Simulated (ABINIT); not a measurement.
Crystal: Te2Mo.

```xyz
6
Lattice="3.5182 0.0000 0.0000 -1.7591 3.0469 0.0000 0.0000 0.0000 13.9736" Properties=species:S:1:pos:R:3 pbc="T T T"
Te    1.7591    1.0156    5.2960
Te    0.0000    2.0312   12.2828
Te    1.7591    1.0156    1.6908
Te    0.0000    2.0312    8.6776
Mo    1.7591    1.0156   10.4802
Mo    0.0000    2.0312    3.4934
```

Base run:

| Item | Value |
| --- | --- |
| Program | ABINIT 10.8.3 (patched build) |
| Functional | LDA |
| Potentials or basis | PseudoDojo NC SR LDA v0.4.1 standard |
| Cutoff | 952 eV |
| k mesh | 7 × 7 × 2 |
| Occupations | fermi-dirac, width 0.05 eV |
| Spin | no spin polarisation |

Its results: band gap on the k mesh 0.80 eV, indirect (least direct gap 1.24 eV); pressure -3.0 GPa; largest force 0.234 eV/Å.

The run is repeated on the same cell with these changes: functional from LDA to PBE; potentials or basis from PseudoDojo NC SR LDA v0.4.1 standard to PseudoDojo NC SR PBE v0.4.1 standard. What comes out?

Band gap on the k mesh 0.82 eV, indirect (least direct gap 1.25 eV); pressure 3.0 GPa; largest force 0.240 eV/Å.

Caveats: spin-orbit coupling is left out, which moves the levels of the heavy elements; an odd mesh through Γ misses points on the zone boundary, where band edges often lie; this functional lacks dispersion, which binds the layers, so the pressure and a relaxed spacing across them are unreliable (some runs).

Not every run made on this cell is shown here.
